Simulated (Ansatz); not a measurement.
**Al: sound and stiffness along [100], [110] and [111]**

All numbers below come from DFT PBE, scalar-relativistic, plane waves, PAW in Ansatz 0.2.0. Cutoff 420 eV, 20×20×20 k-points (Γ-centred), Fermi-Dirac smearing of 0.15 eV. No spin polarisation.

The cell, relaxed at this level:
```cif
data_structure
_symmetry_space_group_name_H-M 'Fm-3m'
_symmetry_Int_Tables_number 225
_cell_length_a 4.0424
_cell_length_b 4.0424
_cell_length_c 4.0424
_cell_angle_alpha 90.000
_cell_angle_beta 90.000
_cell_angle_gamma 90.000
_cell_volume 66.06
loop_
_atom_site_label
_atom_site_type_symbol
_atom_site_symmetry_multiplicity
_atom_site_Wyckoff_symbol
_atom_site_fract_x
_atom_site_fract_y
_atom_site_fract_z
_atom_site_occupancy
Al1 Al 4 a 0.00000 0.00000 0.00000 1
```

In a metal, frequencies and elastic constants depend on the k mesh and the smearing, soft modes and shear constants most.

With ions relaxed, on the cubic axes: C11 = 103.5, C12 = 63.9, C44 = 33.4 GPa. The density is 2.713 g/cm³. Zone-centre modes weren't checked beside this run.

Task: Is the crystal stable against strain, and how anisotropic is it?

Result: Born's conditions hold: C11 + 2C12 = 231.2, C11 − C12 = 39.6 and C44 = 33.4 GPa are all positive. B = (C11 + 2C12)/3 = 77.1 GPa. The two shear moduli are C44 and C′ = (C11 − C12)/2 = 19.8 GPa, so Zener's ratio is A = C44/C′ = 1.69: the tetragonal shear C′ is the soft one, as in many fcc and bcc metals and zincblende crystals. The Cauchy pressure C12 − C44 is 30.5 GPa; it would vanish for pair forces between atoms on inversion centres at zero pressure, and a positive value is usual with metallic or many-body binding.

Task: Give the sound speeds along the three symmetry directions.

Result: The Christoffel equation gives ρv² for each branch:
```tsv
direction	branch	ρv²	GPa	v (m/s)
[100]	L	C11	103.5	6176
[100]	T (×2)	C44	33.4	3510
[110]	L	(C11 + C12 + 2C44)/2	117.1	6570
[110]	T, u ∥ [001]	C44	33.4	3510
[110]	T, u ∥ [1-10]	(C11 − C12)/2	19.8	2701
[111]	L	(C11 + 2C12 + 4C44)/3	121.7	6696
[111]	T (×2)	(C11 − C12 + C44)/3	24.3	2995
```

Task: How does Young's modulus depend on direction?

Result: Inverting gives S11 = 18.277, S12 = -6.976, S44 = 29.913 TPa⁻¹. Along a unit vector (l, m, n), 1/E = S11 − 2(S11 − S12 − S44/2)(l²m² + m²n² + n²l²), where the last bracket is 0, 1/4 and 1/3 for [100], [110] and [111]: E = 55, 76 and 88 GPa. With A > 1 the body diagonal is stiffest. For a film on (001), the biaxial modulus is C11 + C12 − 2C12²/C11 = 88 GPa and the normal strain is −2C12/C11 = -1.23 times the in-plane one.

Cost: 1 run of about 0.37 core-minutes, on Intel Xeon 6975P-C (Granite Rapids) (shared hosts).

The crystal resists every small homogeneous strain, but its response is clearly directional: the slowest wave is the [110] shear polarised along [1-10], governed by C′, while longitudinal sound is fastest along [111]. In an fcc lattice, central forces between nearest neighbours already make C′ softer than C44. The nearly free electrons add a volume-dependent energy that stiffens the metal against compression but not against pure shear, in line with the positive Cauchy pressure.

The size of the anisotropy is suspect, however. Aluminium is known to be almost elastically isotropic, and a Zener ratio of 1.69 is well above the accepted value, mainly because C′ comes out too soft. The likely cause is incompletely converged Brillouin-zone integration, since shear shifts the Fermi surface relative to the zone faces. The order of the directions is therefore credible, whereas the spread in Young's modulus and in the transverse speeds is probably exaggerated. Positive elastic constants also say nothing about short-wavelength phonons.
